Q: I have five valleys from one calculation on a single layer of zirconium disulfide, ZrS₂, and their names have been taken off. Can they be put back from the numbers alone?

Band valleys of a single layer of ZrS₂, from Ansatz 0.2.0 with DFT (PBE), PAW and plane waves to 420 eV, without spin polarization or spin–orbit coupling, at the unrelaxed geometry. The density was converged on a 24×24×1 k mesh with Gaussian smearing of 0.05 eV. Hole masses are counted as positive; masses are n/a where bands are degenerate. Candidates: 4, 3, 1, 2, 5.

```csv
row,valley distance from edge (eV),valley count,valley bands meeting,valley lightest mass (m_e),valley heaviest mass (m_e)
A,0.606,1,2,n/a,n/a
B,0.426,6,1,0.669,2.344
C,0.000,1,2,n/a,n/a
D,0.930,3,1,0.214,4.519
E,0.000,3,1,0.265,1.891
```

A: Only one of them for certain; the other four come down to a single choice that the numbers leave open. The candidates are three valleys of the valence band, at Γ, at M and on the line from K to Γ, and two of the conduction band, at M and at Γ. A valley here is a local top of the filled bands or a local bottom of the empty ones. Work only with its distance from the band edge, the number of equal copies, the number of bands that meet there, and the two masses in units of the free-electron mass mₑ.

Q: Where do I start? The masses look the most telling.

A: Start with the count, because symmetry fixes it exactly. The allowed wave vectors fill a hexagon with Γ at its centre, so a valley at Γ has no copies. M is the midpoint of a side; there are six sides, but opposite midpoints are the same state, which leaves three. The line from Γ to a corner K has six equal arms, so a valley partway along it occurs six times.

Q: Then B, with six copies, is the valence valley on the K–Γ line. A and C belong to Γ, and D and E to M.

A: Yes, and the number of bands agrees. At Γ the threefold axis of the layer makes two in-plane orbitals equivalent, so two bands may be forced to meet, as they do in A and C. At M that axis is no longer a symmetry of the state, and the bands come singly.

Q: That leaves two pairs. Do I have to decide each one separately?

A: No, one decision settles both. Each band edge has exactly one valley at distance zero, and the two zeros are C and E, so these lie on opposite edges. If C is the valence top at Γ, then E is the conduction bottom at M, A is the conduction valley at Γ and D the valence valley at M. The only other solution exchanges valence and conduction in all four.

Q: Is anything already certain about the energies, before I choose?

A: The vertical separations are. The same calculation gives a band gap of 1.073 eV between C and E. At Γ the filled and empty levels are then 1.073 + 0.606 = 1.679 eV apart, whichever of A and C is the filled one. The same sum at M, with 0.930 eV for D, gives 2.003 eV.

Q: So the gap is indirect in both solutions. What does the choice change?

A: It changes where the carriers sit. In one solution the electrons occupy three elongated valleys at M and the holes the single place at Γ; in the other they trade places.

Q: Couldn't the masses at M decide? I remember that two bands facing each other across a gap give each other their curvature.

A: That is a fair test, so let us do it properly. Take just two levels at M. As the wave vector moves away from M they repel each other, which bends the upper one up and the lower one down by the same amount, r. Each also has the upward curvature of a free electron, which is 1 in units of 1/mₑ. The inverse electron mass is therefore r + 1 and the inverse hole mass r − 1, so their difference should be 2 in every direction.

Q: The masses have directions, though. Do the light ones of D and E point the same way?

A: They do: in this calculation both valleys are light along M–K and heavy along Γ–M. Suppose that E is the conduction valley. Along the light direction the inverse masses are 1/0.265 = 3.77 for E and 1/0.214 = 4.67 for D. The difference is −0.90, where the rule demands +2.

Q: It has the wrong sign. Doesn't that favour the other solution?

A: Only until you look along the heavy direction, where the difference is +0.31. Exchanging the two valleys reverses both signs, so one direction is always wrong, and neither ever comes near 2. No constant was adjusted here, so the failure belongs to the two-band picture itself. Other bands must contribute to the curvature at M, and the masses leave the choice open.

Q: Then what does decide it?

A: Knowledge from outside the table. Chemistry makes one solution plausible, and earlier band calculations confirm it. Zirconium gives up its four valence electrons to sulfur, so the filled bands near the gap are mainly sulfur 3p and the empty ones mainly zirconium 4d. The question becomes where a p band has its top and where a d band has its bottom.

Q: Is there a simple case that shows it?

A: Take a straight chain of equal atoms with spacing a, each with one orbital pointing along the chain. Its energy is ε + 2t cos(ka), where ε is the level of the single atom, k the wave vector and t the coupling between neighbours. A p orbital has opposite signs at its two ends. If all atoms carry it with the same phase, each plus lobe faces a minus lobe, every contact is antibonding, and the top of the band lies at k = 0.

Q: And a d orbital with lobes along the chain?

A: It has the same sign at both ends, so equal phases make every contact bonding, and the bottom of the band lies at k = 0. What matters in the chain is whether the orbital changes sign from one end to the other.

Q: How do I get from the chain to the layer?

A: Think of each sheet of atoms as rows running in three directions. At Γ all atoms have the same phase, so in-plane p orbitals are antibonding along their rows, and that is a natural place for the valence top. At M the phase stays equal along one set of rows but alternates from each row to the next. A d orbital pointing along those rows can still bond along them, and the three directions of rows correspond to the three M valleys.

Q: But at Γ the d orbitals also have equal phases along the rows. Why should M be lower?

A: The chain can't tell you, and that is where the analogy ends. The answer depends on how neighbouring rows couple, partly through the sulfur atoms between them. For single layers of zirconium disulfide and hafnium disulfide with this structure, it is known from band calculations that the conduction bottom lies at M and the valence top at Γ. I therefore assign C to the valence top and E to the conduction bottom, with D and A following. The chain points the same way: it makes a valence top at Γ plausible, and once C is that top, the other three names follow. That is an argument from plausibility, so for these four I rely on the earlier calculations; only B is certain from symmetry.

Q: Let us see the names.

The rows with their labels:

```csv
row,valley distance from edge (eV),valley edge,valley place,valley count,valley bands meeting,valley lightest mass (m_e),valley heaviest mass (m_e)
1,0.000,valence,Gamma,1,2,n/a,n/a
2,0.426,valence,K-Gamma line,6,1,0.669,2.344
3,0.930,valence,M,3,1,0.214,4.519
4,0.000,conduction,M,3,1,0.265,1.891
5,0.606,conduction,Gamma,1,2,n/a,n/a
```

Q: C is row 1 and E is row 4, as you said. B is row 2, D is row 3 and A is row 5. Does the chain also explain why row 4 is so much lighter in one direction?

A: It suggests the direction. M–K runs along the rows whose atoms keep equal phase, and strong coupling along a row would make the energy change fastest that way. The size is another matter: a chain with the layer's spacing and a mass of 0.265 would have a band about 4 eV wide, whereas the lowest conduction band spans only about 1.4 eV. So a chain with coupling between nearest neighbours only can't give the size. Mixing with other bands, which the failed two-band rule already indicated, is a likely reason.

Q: If I build a channel, should I line it up with the light direction?

A: For ordinary low-field conduction it makes no difference. The three valleys are turned by 120° from one another, and their sum conducts equally in all directions of the plane. With equal scattering times the electrons respond as if their mass were 0.46, the harmonic mean of the two masses in row 4. A mobility would also need the scattering time, which is a separate calculation.

Q: Then what do three valleys buy me?

A: They buy room for charge. The number of states at a given energy follows the geometric mean of the two masses, √(0.265 × 1.891) = 0.708, and three valleys make that 2.12. In two dimensions each unit of mass supplies about 4.2 × 10¹⁴ states per eV and cm². Multiplied by the thermal energy at room temperature, 0.026 eV, this gives about 2 × 10¹³ electrons per cm².

Q: What does that number mean for the device?

A: It is roughly the charge at which the Fermi level reaches the band edge. Below it, the gate can add electrons while the Fermi level stays in the gap. A strongly gated channel holds around 10¹³ carriers per cm², so the electrons here are just below that point.

Q: And the holes? Row 1 has no pair of masses to put into the formula.

A: Two bands touch there, so a single pair of principal masses would not describe them. The same calculation gives the two bands separately, with masses of 0.184 and 0.419, nearly equal in all directions. Together they count as 0.60 for the number of states, so the electrons have about 3.5 times as many. The holes therefore fill their band edge at a smaller charge, but with equal scattering times they respond with a mass of only about 0.30.

Q: How far would you trust those hole masses?

A: Less than the electron masses. Spin–orbit coupling is left out, and it would separate the two bands at Γ and reshape both near the top. The functional also makes the gap too small, which tends to make all these masses too light.

Q: Row 2 has six valleys and heavy masses. Won't it collect many holes simply because it has so many states?

A: It has about twelve times as many states as the top at Γ, but it lies 0.426 eV lower, some sixteen times the thermal energy. At room temperature and low hole density this leaves about one hole in the six valleys for every million at Γ. The layer was not relaxed and its sulfur atoms still feel a force, so the 0.426 eV will shift somewhat. It would have to shrink to less than a tenth of an eV before these valleys held as many holes as Γ.
